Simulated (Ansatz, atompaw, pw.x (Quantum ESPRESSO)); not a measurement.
# From atom to crystal: PAW (atompaw) potential for silicon (Si)

```
Element                 : silicon
Generator               : atompaw 4.2.0.5
Type                    : PAW
Functional              : PBE
Relativity              : scalar-relativistic
Frozen core             : [Ne]
Valence charge          : 4
Reference configuration : 3s2 3p2
Partial waves           : 3s (bound): rc 2.65 bohr; 3s channel at 0.5 Ry: rc 2.65 bohr; 3p (bound): rc 2.45 bohr; 3p channel at 1.85 Ry: rc 2.65 bohr; 3d channel at 0.15 Ry: rc 2.65 bohr; 3d channel at 0.85 Ry: rc 2.65 bohr
Local potential         : bessel scheme, radius 1.70 bohr
Core correction         : smooth core density matched at 2.00 bohr
Augmentation charge     : besselshape compensation charge, radius 2.55 bohr; PAW radius 2.65 bohr; waves and projectors: custom polynom2 7 10 vanderbiltortho
```

Atomic tests: cutoffs needed: 12 Ry and 30 Ry (the cutoffs (Ry, on a coarse ladder) from which the occupation-weighted sum of valence levels, in a spherical-Bessel basis at the reference potential, stays within 10 and 1 mRy of its value at 400 Ry); ghost test: no extra level below or beside the all-electron valence levels (s, p, d, f tested) (spherical-Bessel basis up to 400 Ry, 20 bohr box); lowest eigenvalue of the overlap operator: 0.74 (p channel).

Crystal test: sc Si in pw.x 7.5, no spin, 13³ k-points, Fermi–Dirac smearing 0.01 Ry, cutoffs 40/400 Ry. The reference is all-electron LAPW (Ansatz 0.2.0) with the same functional, mesh and smearing; V0 and B0 come from Birch–Murnaghan fits to the pressures at five volumes. Errors are pseudo minus all-electron; Δ is the rms difference of the E(V) curves that follow from these fits, minima aligned, over ±6 % about the mean V0. Mesh and smearing are coarse, so the numbers serve the comparison and aren't converged zero-temperature values; the lattice is a test structure that the element need not adopt.

```json
{"V (Å³/atom)": "15.506", "P all-electron (GPa)": "5.60", "P pseudo (GPa)": "5.04"}
{"V (Å³/atom)": "15.914", "P all-electron (GPa)": "2.57", "P pseudo (GPa)": "1.99"}
{"V (Å³/atom)": "16.322", "P all-electron (GPa)": "-0.08", "P pseudo (GPa)": "-0.67"}
{"V (Å³/atom)": "16.730", "P all-electron (GPa)": "-2.40", "P pseudo (GPa)": "-2.98"}
{"V (Å³/atom)": "17.138", "P all-electron (GPa)": "-4.42", "P pseudo (GPa)": "-5.00"}
```

All-electron: a0 = 2.536 Å (V0 = 16.31 Å³/atom), B0 = 99.3 GPa.

Pseudopotential: mean pressure error (GPa): -0.58; a0 (Å): 2.531; a0 error (%): -0.19; B0 error (%): +2.9; Δ (meV/atom): 2.1. The largest radius (2.65 bohr) exceeds half the bond length (2.40 bohr), so the spheres overlap, which is one possible source of error among others.

Q: At the middle volume, how do free energy and pressure move when the wave cutoff is lowered (ecutrho held at 400 Ry)?

A:

```csv
cutoff (Ry),shift of F (meV/atom),shift of P (GPa)
18,+31.8,-0.16
24,+15.8,-0.37
32,+2.5,+0.11
```

Input at the middle volume:

```
&control
  calculation='scf', prefix='x', pseudo_dir='./', outdir='./tmp', tstress=.true., disk_io='low'
/
&system
  ibrav=0, nat=1, ntyp=1, ecutwfc=40, ecutrho=400, nbnd=9,
  occupations='smearing', smearing='fd', degauss=0.01
/
&electrons
  conv_thr=1e-09, mixing_beta=0.4, electron_maxstep=70
/
ATOMIC_SPECIES
Si 1.0 Si.UPF
CELL_PARAMETERS angstrom
  2.53663389 0.00000000 0.00000000
  0.00000000 2.53663389 0.00000000
  0.00000000 0.00000000 2.53663389
ATOMIC_POSITIONS crystal
Si 0.0000 0.0000 0.0000
K_POINTS automatic
13 13 13 0 0 0
```

```bash
pw.x < Si.scf.in > Si.scf.out
```

Lines of the output:

```
Message from routine setup:
     using ibrav=0 with symmetry is DISCOURAGED, use correct ibrav instead
     lattice parameter (alat)  =       4.7935  a.u.
     unit-cell volume          =     110.1463 (a.u.)^3
     number of electrons       =         4.00
     number of Kohn-Sham states=            9
     kinetic-energy cutoff     =      40.0000  Ry
     charge density cutoff     =     400.0000  Ry
     scf convergence threshold =      1.0E-09
     Exchange-correlation= SLA PW PBX PBC
     number of k points=    84  Fermi-Dirac smearing, width (Ry)=  0.0100
     iteration #  1     ecut=    40.00 Ry     beta= 0.40
     c_bands:  1 eigenvalues not converged
     c_bands:  1 eigenvalues not converged
     total energy              =     -46.70329459 Ry
     estimated scf accuracy    <       0.00463594 Ry
     iteration #  2     ecut=    40.00 Ry     beta= 0.40
     total energy              =     -46.70370388 Ry
     estimated scf accuracy    <       0.00172085 Ry
     iteration #  3     ecut=    40.00 Ry     beta= 0.40
     total energy              =     -46.70380969 Ry
     estimated scf accuracy    <       0.00000704 Ry
     iteration #  4     ecut=    40.00 Ry     beta= 0.40
     c_bands:  1 eigenvalues not converged
     c_bands:  1 eigenvalues not converged
     c_bands:  1 eigenvalues not converged
     c_bands:  1 eigenvalues not converged
     total energy              =     -46.70392212 Ry
     estimated scf accuracy    <       0.00000985 Ry
     iteration #  5     ecut=    40.00 Ry     beta= 0.40
     total energy              =     -46.70392231 Ry
     estimated scf accuracy    <       0.00000046 Ry
     iteration #  6     ecut=    40.00 Ry     beta= 0.40
     total energy              =     -46.70392260 Ry
     estimated scf accuracy    <       0.00000021 Ry
     iteration #  7     ecut=    40.00 Ry     beta= 0.40
     the Fermi energy is     8.5682 ev
!    total energy              =     -46.70392263 Ry
     estimated scf accuracy    <          3.0E-10 Ry
     smearing contrib. (-TS)   =      -0.00205071 Ry
     convergence has been achieved in   7 iterations
          total   stress  (Ry/bohr**3)                   (kbar)     P=       -6.68
```

The run at the middle volume (84 k-points, 7 iterations) took about 8.9 s on one core of a shared host (Intel(R) Xeon(R) Platinum 8259CL CPU @ 2.50GHz, 96 threads, 755 GiB, load 115).
